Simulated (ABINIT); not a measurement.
# BP: equation of state with PBE

**Experimental background.**

From “Equation of state of single-crystal cubic boron phosphide”, 2014, arxiv:1407.1677, for a bulk crystal of BP at 300 K: bulk modulus 179 ± 1 GPa.

The system is BP.

```xyz
2
Lattice="0.0000 2.2690 2.2690 2.2690 0.0000 2.2690 2.2690 2.2690 0.0000" Properties=species:S:1:pos:R:3 pbc="T T T"
P     3.4035    3.4035    3.4035
B     0.0000    0.0000    0.0000
```

```json
{
 "Program": "ABINIT 10.8.3 (patched build)",
 "Task": "equation of state",
 "Functional": "PBE",
 "Potentials or basis": "PseudoDojo NC SR PBE v0.4 stringent",
 "Cutoff": "1034 eV",
 "k mesh": "10 × 10 × 10",
 "Occupations": "fermi-dirac, width 0.05 eV",
 "Spin": "no spin polarisation"
}
```

```yaml
Equilibrium_volume: 11.75 Å³/atom
Bulk_modulus: 161 GPa
Pressure_derivative_of_the_bulk_modulus: 3.8
```

Energy against volume, from the lowest point:
| volume (Å³/atom) | energy (meV/atom) |
| --- | --- |
| 10.981 | 28.34 |
| 11.214 | 13.24 |
| 11.448 | 3.97 |
| 11.682 | 0.00 |
| 11.915 | 0.85 |
| 12.149 | 6.08 |
| 12.383 | 15.30 |

It took 110 s on 1 thread of Arm Neoverse V1 (shared host), peak memory 0.11 GiB.

A measured bulk modulus of BP is 179 GPa (300 K; “Equation of state of single-crystal cubic boron phosphide”, 2014, arxiv:1407.1677); the calculated 161 GPa misses it by -9.9 %. 3 values of this kind are on record (173 to 179 GPa); this one was drawn at random among those near their median, those with a stated uncertainty first. The fit is for a static lattice scaled at fixed shape and fixed fractional positions.

Caveat: pressures at fixed basis lie under the slope of the energies. PBE usually gives volumes a little too large and moduli too small.
